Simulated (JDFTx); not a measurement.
## C under changes of volume

One of the cells (5.672 Å³/atom); the others are scaled copies at fixed shape and fractional positions:

```
C
1.0
     0.00000    1.78337    1.78337
     1.78337    0.00000    1.78337
     1.78337    1.78337    0.00000
C
2
Direct
  0.75000 0.75000 0.75000
  0.50000 0.50000 0.50000
```

This isn't the form of C at room conditions, which is graphite.

```yaml
Program: JDFTx 1.7.0 (patched build)
Functional: RPBE
Potentials_or_basis: PseudoDojo-SR-PBE-0.5-standard
Cutoff: 1116 eV
Density_cutoff: 8925 eV
k_mesh: 13 × 13 × 13
Occupations: fermi-dirac, width 0.05 eV
Spin: no spin polarisation
```

```csv
volume (Å³/atom),energy over the lowest point (meV/atom),pressure (GPa),gap on the mesh (eV)
5.332,39.62,34.4,4.41
5.445,?,?,?
5.558,6.13,13.1,4.32
5.672,0.00,3.9,4.27
5.785,0.12,-4.5,4.23
5.899,5.91,-12.1,4.19
6.012,16.89,-19.1,4.14
```

Problem. What does the run at 5.445 Å³/atom give?

Solution. Energy over the lowest point 19.11 meV/atom; pressure 23.3 GPa; gap on the mesh 4.36 eV.

Worked out: A Birch-Murnaghan fit of order 3 (a polynomial in V^(-2/3)) to the other rows has its minimum at 5.73 Å³/atom with B0 = V·E''(V) = 426 GPa and B' = 3.8. It gives 19.12 meV/atom at 5.445 Å³/atom, against the run's 19.11, and -dE/dV = 23.6 GPa, against 23.3. A straight line through the other rows of the gap, of slope -2.23 eV per unit of ln V, gives 4.36 eV, against the run's 4.36.

Energies are extrapolated to zero smearing.

Caveats: the potentials were made for another functional, which shifts forces and pressure; an odd mesh through Γ misses points on the zone boundary, where band edges often lie.
